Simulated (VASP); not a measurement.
# SnSe2 (P-3m1) in VASP: a series of runs, part 3 of 3

VASP 6.6.1. Earlier steps stand in the parts before.

### 4 Single point, r2SCAN

This run uses another cell than the first one, of 27.95 Å³/atom, 1.064 times its volume.

Contents of POSCAR:

```
SnSe2
1.0
    3.8480690567      0.0000000000      0.0000000000
   -1.9240345283      3.3325255586      0.0000000000
    0.0000000000      0.0000000000      6.5382765112
Sn Se
1 2
Direct
    0.0000000000      0.0000000000      0.0000000000
    0.3333333333      0.6666666667      0.2400287050
    0.6666666667      0.3333333333      0.7599712950
```

Contents of INCAR.step1:

```
SYSTEM = SnSe2
PREC = Accurate
ENCUT = 520
ISMEAR = -5
SIGMA = 0.1
LREAL = .False.
LASPH = .True.
NELM = 100
NBANDS = 20
GGA = PE
ALGO = Normal
EDIFF = 1E-4
LWAVE = .True.
LCHARG = .False.
```

Contents of INCAR.step2:

```
SYSTEM = SnSe2
PREC = Accurate
ENCUT = 520
EDIFF = 1E-7
ISMEAR = -5
SIGMA = 0.1
LREAL = .False.
LASPH = .True.
NELM = 100
ALGO = Normal
ISIF = 2
LWAVE = .False.
LCHARG = .False.
METAGGA = R2SCAN
LMIXTAU = .True.
NBANDS = 20
ISTART = 1
```

Contents of KPOINTS:

```
regular mesh
0
Gamma
  5 5 3
  0 0 0
```

Command:

```
> cat potpaw_PBE.64/Sn_d/POTCAR potpaw_PBE.64/Se/POTCAR > POTCAR
> cp INCAR.step1 INCAR
> mpirun -np 1 vasp_std > vasp.out
> cp INCAR.step2 INCAR
> mpirun -np 1 vasp_std > vasp.out
```

Run time: 71 s. Hardware: 1 thread of Intel Xeon 6975P-C (Granite Rapids), shared host; peak memory 0.21 GiB.

Results (log left out):

```
Free energy            : -54.6112 eV
Pressure               : 0.0 GPa
Largest force          : 0.012 eV/Å
Band gap on the k mesh : 1.16 eV, indirect (least direct gap 1.53 eV)
```

Forces in eV/Å, atoms in the order of the input:
```
Sn   0.000  0.000  0.000
Se   0.000  0.000  0.012
Se   0.000  0.000 -0.012
```

Levels at points of the mesh, in eV from the valence-band top:
| k point | band 11 | band 12 | band 13 | band 14 | band 15 | band 16 |
| --- | --- | --- | --- | --- | --- | --- |
| (0.00, 0.00, 0.00) | -0.23 | -0.17 | -0.17 | 1.52 | 3.61 | 5.07 |

Caveat: the PAW data sets were made with another functional, which shifts forces and pressure a little; spin-orbit coupling is left out, which moves the levels of the heavy elements; an odd mesh through Γ misses points on the zone boundary, where band edges often lie.

### 5 Relaxation of cell and atoms, r2SCAN

This run uses another cell than the first one, of 26.82 Å³/atom, 1.021 times its volume.

Contents of POSCAR:

```
SnSe2
1.0
    3.8643883000      0.0000000000      0.0000000000
   -1.9321941500      3.3466555800      0.0000000000
    0.0000000000      0.0000000000      6.2219592200
Sn Se
1 2
Direct
    0.0000000000      0.0000000000      0.0000000000
    0.3333000000      0.6667000000      0.2490000000
    0.6667000000      0.3333000000      0.7510000000
```

Contents of INCAR.step1:

```
PREC     = Accurate       # precision mode
ENCUT    = 600            # plane-wave cutoff, eV
ISMEAR   = -5             # smearing method
SIGMA    = 0.1            # smearing width, eV
LREAL    = False          # projectors in reciprocal space
LASPH    = True           # aspherical terms in the spheres
NELM     = 100            # most SCF steps
GGA      = PE             # functional
ALGO     = Normal         # electronic algorithm
EDIFF    = 1E-4           # SCF threshold, eV
LWAVE    = True           # write WAVECAR
LCHARG   = False          # write CHGCAR
```

Contents of INCAR.step2:

```
PREC     = Accurate       # precision mode
ENCUT    = 600            # plane-wave cutoff, eV
EDIFF    = 1E-6           # SCF threshold, eV
ISMEAR   = -5             # smearing method
SIGMA    = 0.1            # smearing width, eV
LREAL    = False          # projectors in reciprocal space
LASPH    = True           # aspherical terms in the spheres
NELM     = 100            # most SCF steps
ALGO     = Normal         # electronic algorithm
ISIF     = 3              # what is computed and relaxed
LWAVE    = False          # write WAVECAR
LCHARG   = False          # write CHGCAR
METAGGA  = R2SCAN         # meta-GGA
LMIXTAU  = True         
IBRION   = 2              # ionic algorithm
NSW      = 60             # ionic steps
EDIFFG   = -0.01          # ionic threshold
ISTART   = 1
```

Contents of KPOINTS:

```
Automatic mesh
0
Gamma
  5 5 3
```

Command:

```
> cat potpaw_PBE.64/Sn_d/POTCAR potpaw_PBE.64/Se/POTCAR > POTCAR
> cp INCAR.step1 INCAR
> mpirun -np 1 vasp_std > vasp.out
> cp INCAR.step2 INCAR
> mpirun -np 1 vasp_std > vasp.out
```

Run time: 12 min. Hardware: 1 thread of Intel Xeon 6975P-C (Granite Rapids), shared host; peak memory 0.26 GiB.

It converged, with:

```
Free energy                            : -54.6126 eV
Relaxed volume                         : 27.87 Å³/atom
Relaxed cell                           : a = 3.849 Å, b = 3.849 Å, c = 6.517 Å, α = 90.00°, β = 90.00°, γ = 120.00°
Space group after relaxing (to 0.05 Å) : P-3m1 (No. 164)
Energy gained by relaxing              : 3.8 meV/atom
Ionic steps                            : 14
Pressure after relaxing                : 0.0 GPa
Largest force after relaxing           : 0.007 eV/Å
Band gap on the k mesh                 : 1.15 eV, indirect (least direct gap 1.52 eV)
```

Forces in eV/Å, atoms in the order of the input:
```
Sn   0.000  0.000  0.000
Se   0.000  0.000 -0.007
Se   0.000  0.000  0.007
```

The path:
```
step  energy change (eV)  largest force (eV/Å)  pressure (GPa)  volume (Å³)
   1              0.0000                0.1037            0.60        80.47
   2             -0.0036                0.1328           -0.51        81.63
   3             -0.0040                0.0788           -0.26        81.36
   4             -0.0059                0.0856           -0.01        81.18
   5             -0.0062                0.0889            0.13        81.07
   6             -0.0073                0.0710            0.16        81.29
   7             -0.0096                0.0155            0.21        81.94
   8             -0.0104                0.0949            0.35        83.25
   9             -0.0106                0.0660            0.31        82.90
  10             -0.0112                0.0269            0.05        83.39
  11             -0.0113                0.0050           -0.09        83.67
  12             -0.0113                0.0074           -0.07        83.64
  13             -0.0114                0.0027           -0.05        83.63
  14             -0.0115                0.0070           -0.01        83.61
```

Final structure:
```
CELL_PARAMETERS angstrom
3.84889 -0.00001 0.00010
-1.92445 3.33323 -0.00010
0.00015 -0.00008 6.51739
ATOMIC_POSITIONS crystal
Sn 0.00000 0.00000 0.00000
Se 0.33332 0.66668 0.24101
Se 0.66668 0.33332 0.75899
```

Levels at points of the mesh, in eV from the valence-band top:
```tsv
k point	band 9	band 10	band 11	band 12	band 13	band 14	band 15	band 16	band 17
(0.00, 0.00, 0.00)	-0.52	-0.52	-0.21	-0.18	-0.18	1.50	3.61	5.07	5.07
```

Caveat: the PAW data sets were made with another functional, which shifts forces and pressure a little; spin-orbit coupling is left out, which moves the levels of the heavy elements; an odd mesh through Γ misses points on the zone boundary, where band edges often lie. Zero-point motion and thermal expansion aren't in these numbers.

### 6 Single point, r2SCAN

This run uses another cell than the first one, of 27.95 Å³/atom, 1.064 times its volume.

Contents of POSCAR:

```
SnSe2
1.0
    3.8480875270      0.0000000000      0.0000000000
   -1.9240437635      3.3325415544      0.0000000000
    0.0000000000      0.0000000000      6.5382994092
Sn Se
1 2
Direct
    0.0000000000      0.0000000000      0.0000000000
    0.3333333333      0.6666666667      0.2400271840
    0.6666666667      0.3333333333      0.7599728160
```

Contents of INCAR.step1:

```
PREC = Accurate
ENCUT = 520
ISMEAR = 0
SIGMA = 0.1491
LREAL = F
LASPH = T
NELM = 100
NBANDS = 20
GGA = PE
ALGO = Normal
EDIFF = 1E-4
LWAVE = T
LCHARG = F
```

Contents of INCAR.step2:

```
PREC = Accurate
ENCUT = 520
EDIFF = 1E-6
ISMEAR = 0
SIGMA = 0.1491
LREAL = F
LASPH = T
NELM = 100
ALGO = Normal
ISIF = 2
LWAVE = F
LCHARG = F
METAGGA = R2SCAN
LMIXTAU = T
NBANDS = 20
ISTART = 1
```

Contents of KPOINTS:

```
regular mesh
0
Gamma
  5 5 3
```

Potentials or basis: VASP PAW PBE potentials, release 64 (Sn_d, Se).

Command:

```
> cat potpaw_PBE.64/Sn_d/POTCAR potpaw_PBE.64/Se/POTCAR > POTCAR
> cp INCAR.step1 INCAR
> mpirun -np 1 vasp_std > vasp.out
> cp INCAR.step2 INCAR
> mpirun -np 1 vasp_std > vasp.out
```

Run time: 97 s. Hardware: 1 thread of Intel Xeon Platinum 8488C (Sapphire Rapids), shared host; peak memory 0.22 GiB.

Results (log left out):

| Property | Result |
| --- | --- |
| Free energy | -54.6112 eV |
| Pressure | 0.0 GPa |
| Largest force | 0.012 eV/Å |
| Band gap on the k mesh | 1.16 eV, indirect (least direct gap 1.53 eV) |

Forces in eV/Å, atoms in the order of the input:
```
Sn   0.000  0.000  0.000
Se   0.000  0.000  0.012
Se   0.000  0.000 -0.012
```

Levels at points of the mesh, in eV from the valence-band top:
| k point | band 10 | band 11 | band 12 | band 13 | band 14 | band 15 | band 16 | band 17 |
| --- | --- | --- | --- | --- | --- | --- | --- | --- |
| (0.00, 0.00, 0.00) | -0.52 | -0.23 | -0.17 | -0.17 | 1.52 | 3.61 | 5.07 | 5.07 |

Caveat: the PAW data sets were made with another functional, which shifts forces and pressure a little; spin-orbit coupling is left out, which moves the levels of the heavy elements; an odd mesh through Γ misses points on the zone boundary, where band edges often lie.

### 7 Overview

| task | level | cell | cutoff (eV) | smearing | gap on the mesh (eV) | pressure (GPa) | relaxed volume (Å³/atom) | largest force (eV/Å) |
| --- | --- | --- | --- | --- | --- | --- | --- | --- |
| single point | PBEsol | P-3m1, 26.27 Å³/atom | 520 | gaussian 0.1491 eV | 0.66 | 0.1 | - | 0.02 |
| relaxation of cell and atoms | PBEsol | relaxed | 600 | gaussian 0.1491 eV | 0.67 | 0.0 | 26.52 | 0.01 |
| single point | r2SCAN | P-3m1, 27.95 Å³/atom | 520 | tetrahedron | 1.16 | 0.0 | - | 0.01 |
| relaxation of cell and atoms | r2SCAN | relaxed | 600 | tetrahedron | 1.15 | 0.0 | 27.87 | 0.01 |
| single point | r2SCAN | P-3m1, 27.95 Å³/atom | 520 | gaussian 0.1491 eV | 1.16 | 0.0 | - | 0.01 |

Alike in all rows: potentials or basis VASP PAW PBE potentials, release 64 (Sn_d, Se); no spin polarisation; k mesh 5 × 5 × 3.

On the cell as given the gap runs from 0.66 eV (PBEsol) to 1.16 eV (r2SCAN).

Caveats: the PAW data sets were made with another functional, which shifts forces and pressure a little; spin-orbit coupling is left out, which moves the levels of the heavy elements; an odd mesh through Γ misses points on the zone boundary, where band edges often lie; this functional lacks dispersion, which binds the layers, so the pressure and a relaxed spacing across them are unreliable (some runs).

Absolute energies hang on the potentials; compare differences alone.
